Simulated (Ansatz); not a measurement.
# LaAlO3 (model structure, started from the R-3c-perovskite type, R-3c, No. 167, 10 atoms in the cell)

These are PBEsol in Ansatz (plane waves, PAW) values and carry that method's errors.

Numerical settings: plane-wave cutoff 500 eV, 10×10×10 k mesh, Fermi–Dirac smearing 0.05 eV, scalar-relativistic PAW data made under PBE.

Cell (relaxed at this level):

AlLaO$_{3}$ is modelled in the trigonal space group R-3c, hexagonal axes (No. 167), Pearson symbol hR10. Conventional cell: a = 5.3534 Å, b = 5.3534 Å, c = 13.0485 Å, α = 90.00°, β = 90.00°, γ = 120.00°. La on 6a has 3 O at 2.483 Å and 6 O at 2.675 Å and 3 O at 2.870 Å. Al on 6b has 6 O at 1.899 Å (octahedral). O on 18e is coordinated by 2 Al at 1.899 Å and 1 La at 2.483 Å and 2 La at 2.675 Å and 1 La at 2.870 Å (octahedral). (Neighbours: up to the widest gap in distance over summed covalent radii, below 1.35, at either atom; cation-cation and far metal-metal contacts left out.)
(The calculation used a cell of 10 atoms; values per cell refer to that cell.)

- band gap = 3.94 eV (on the SCF k mesh)

Spin–orbit coupling is not included.

Computed values are for the static lattice.

The result took roughly 3 core-minutes.

A model structure was made by putting elements into a prototype or built by hand; here it ended with the formula and space group of a phase in our tables.

Ansatz is an electronic-structure program.
